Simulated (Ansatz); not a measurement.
# Gd: strong compression

Aim: compress Gd (fcc type) step by step, far beyond the usual range, and follow pressure and electronic structure. The runs shown use PAW. Its runs: cell relaxed at zero pressure (PAW); volume scaled by 1 (PAW); volume scaled by 0.9 (PAW); volume scaled by 0.8 (PAW); volume scaled by 0.7 (PAW); volume scaled by 0.6 (PAW); volume scaled by 0.5 (PAW); volume scaled by 0.4 (PAW and PAW (core large)).

Program: Ansatz 0.2.0. Level of theory: DFT PBE, with the methods named in each step. These are calculated values, not measurements.

3 further runs of the same task are left out: 3 that didn't finish.

## Step 1: The system as given

Symmetry: Fm-3m, No. 225, cubic system. Conventional cell: a = 5.087 Å, b = 5.087 Å, c = 5.087 Å, α = 90.00°, β = 90.00°, γ = 90.00°. Around Gd (site symmetry m-3m) lie 12 Gd at 3.60 Å.

Coordinates:

```cif
data_structure
_symmetry_space_group_name_H-M 'P 1'
_symmetry_Int_Tables_number 1
_cell_length_a 3.5973
_cell_length_b 3.5973
_cell_length_c 3.5973
_cell_angle_alpha 60.000
_cell_angle_beta 60.000
_cell_angle_gamma 60.000
_cell_volume 32.92
loop_
_atom_site_label
_atom_site_type_symbol
_atom_site_fract_x
_atom_site_fract_y
_atom_site_fract_z
_atom_site_occupancy
Gd1 Gd 0.00000 0.00000 0.00000 1
```

Whether this phase is the stable one at these pressures isn't tested.

## Step 2: Cell relaxed at zero pressure, PAW

The input, input.yaml:

```yaml
crystal:
  lattice:
    - [0.0, 2.5436597583, 2.5436597583]
    - [2.5436597583, 0.0, 2.5436597583]
    - [2.5436597583, 2.5436597583, 0.0]
  atoms:
    - { symbol: Gd, position: [0.0, 0.0, 0.0], spin: 7.0 }
magnetization:
  spin_polarized: true
kpoints:
  mp_grid: { grid: [13, 13, 13] }
scf:
  occupations: { method: fermi_dirac, width: 0.05 }
hamiltonian:
  xc: pbe
  pseudopotentials: { kind: paw }
output:
  forces: true
  stress: true
relax:
  f_tol: 0.005
  max_steps: 40
  cell: {}
```

The run is started by

```bash
$ ansatz run input.yaml --threads 1 --pin off --max-ram 3072MiB --backend cpu --events-out ev --progress --plain --runs-dir out
```

After this run come: Volume scaled by 1, PAW; Volume scaled by 0.9, PAW; Volume scaled by 0.8, PAW; Volume scaled by 0.7, PAW; Volume scaled by 0.6, PAW; Volume scaled by 0.5, PAW; Volume scaled by 0.4, PAW; Volume scaled by 0.4, PAW (core large).

Before running it: what results should come out? Wanted: PAW pressure at 0.4 of the volume; PAW; fitted bulk modulus at zero pressure.

**Answer**, as computed:

| quantity | value |
| --- | --- |
| PAW pressure at 0.4 of the volume | 133.2 GPa |
| PAW (core large) pressure at 0.4 of the volume | 133.2 GPa |
| fitted bulk modulus at zero pressure (PAW) | 26.0 GPa |
| its pressure derivative | 3.73 |

In words: At 0.4 of the starting volume PAW gives 133 GPa. A third-order Birch-Murnaghan curve fits the range only roughly (B₀ = 26.0 GPa, B′ = 3.73, misfit at most 1.64 GPa). A fit over so wide a range leans to the high pressures, so B₀ can be off by several per cent. The largest moment goes from 7.23 to 6.41 μB. No all-electron run checks these rows here, and frozen cores can fail under such compression. The ions are at rest, and the electrons smeared by 0.05 eV. The magnetic state is the one reached from the start moments in this cell; it needn't be the ground state. Spin-orbit coupling is left out, though the cell holds Gd; in elements this heavy it can shift bands and gaps by tenths of an eV.
